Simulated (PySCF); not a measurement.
Structure problem from calculated spectra and properties.

Formula: C3H9N.

- Polarisability: 48.8 au [CAM-B3LYP/def2-SVPD]
- UV, first state: lowest singlet excitation: 6.03 eV (205 nm, f = 0.002) [TDDFT CAM-B3LYP/def2-SVPD]
- XPS: C1s 290.5, C1s 291.2, C1s 291.3, N1s 404.6 eV [ΔSCF SCAN, pcX-2 on the ionised atom, pcseg-1 elsewhere, spin-free X2C]
- Triplet: lowest triplet excitation (Tamm–Dancoff): 5.80 eV [TDA CAM-B3LYP/def2-SVPD]
- UV, strongest line: among the 8 lowest singlet transitions: S4 at 7.79 eV (159 nm, f = 0.076) [TDDFT CAM-B3LYP/def2-SVPD]
- Dipole: 0.98 D [CAM-B3LYP/def2-SVPD]
- Rotational structure: rotational constants A, B, C: 26.253, 3.963, 3.710 GHz [GFN2-xTB]

Gas-phase values; electronic properties from PySCF, density fitting. Levels stand in brackets. The structure is a single GFN2-xTB conformer in the gas phase; no vibrational or solvent corrections.

Problem. Give a SMILES that accounts for the data.

Solution. Numbering: `[CH3:1][CH2:2][NH:3][CH3:4]`. Its formula, C3H9N, gives 0 degrees of unsaturation, so no ring and no π bond. The core levels belong to: C1s 290.5 eV, methyl carbon [C1]; C1s 291.2 eV, sp3 carbon bound to nitrogen [C2]; C1s 291.3 eV, N-methyl carbon [C4]; N1s 404.6 eV, secondary amine nitrogen [N3]. By its constants the optimised geometry is an asymmetric top. Structure: `CCNC` (C3H9N). Computed isomers that give other values at the same levels: `CN(C)C` (core binding energies: C1s 291.2 (×3), N1s 404.7 eV); `CC(C)N` (rotational constant A: 8.421 GHz; this holds for the one conformer computed); `CCCN` (propylamine) (lowest singlet excitation: 6.31 eV (196 nm, f = 0.012)). The assignments are read from this structure; whether some other isomer fits the data as well wasn't checked.

The values belong to the conformer `[CH3:1][CH2:2][NH:3][CH3:4]`: C1–C2–N3–C4 178°.
